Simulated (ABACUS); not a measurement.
**Ir under changes of volume**

One of the cells (14.059 Å³/atom); the others are scaled copies at fixed shape and fractional positions:

```
Ir
1.0
     0.00000    1.91560    1.91560
     1.91560    0.00000    1.91560
     1.91560    1.91560    0.00000
Ir
1
Cartesian
  0.0000 0.0000 0.0000
```

```yaml
Program: ABACUS 3.10.1
Functional: PBE
Potentials_or_basis: PseudoDojo NC SR 0.4.1 PBE standard
Cutoff: 925 eV
Density_cutoff: 3701 eV
Basis: plane waves
k_mesh: 12 × 12 × 12
Occupations: fermi-dirac, width 0.05 eV
Spin: no spin polarisation
```

```csv
volume (Å³/atom),energy over the lowest point (meV/atom),pressure (GPa)
13.215,?,?
13.496,78.57,28.5
13.778,37.06,18.9
14.059,11.46,10.4
14.340,0.00,2.8
14.621,1.11,-3.9
14.902,13.38,-9.9
```

Question: What does the run at 13.215 Å³/atom give?

Answer: Energy over the lowest point 137.97 meV/atom; pressure 39.3 GPa.

Worked out: A Birch-Murnaghan fit of order 3 (a polynomial in V^(-2/3)) to the other rows has its minimum at 14.45 Å³/atom with B0 = V·E''(V) = 351 GPa and B' = 4.9. It gives 137.73 meV/atom at 13.215 Å³/atom, against the run's 137.97, and -dE/dV = 39.2 GPa, against 39.3.

Energies are extrapolated to zero smearing.
